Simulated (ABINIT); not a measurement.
NaCl:

```
Cl Na
1.0
     0.00000    2.79406    2.79406
     2.79406    0.00000    2.79406
     2.79406    2.79406    0.00000
Cl Na
1 1
Direct
  0.50000 0.50000 0.50000
  0.00000 0.00000 0.00000
```

The cell is a database's computed one.

Program: ABINIT 10.8.3 (patched build). Alike in all runs: no spin polarisation; cell as given; cutoff (eV) 1225; smearing fermi-dirac 0.05 eV. Hardware: 1 thread of Arm Neoverse V1, on a shared host.

Order these runs on this cell by their wall time, lowest first.
A. task band structure; level PW91; potentials or basis JTH PAW PBE v2.0; k mesh 8 × 8 × 8; mesh quality not flagged
B. task single point; level PBEsol; potentials or basis JTH PAW PBE v2.0; k mesh 5 × 5 × 5; mesh quality not flagged
C. task single point; level LDA; potentials or basis JTH PAW LDA v2.0; k mesh 3 × 3 × 3; mesh quality coarse

C (8.3 s), B (23 s), A (130 s).

Caveats: some runs use coarse meshes.
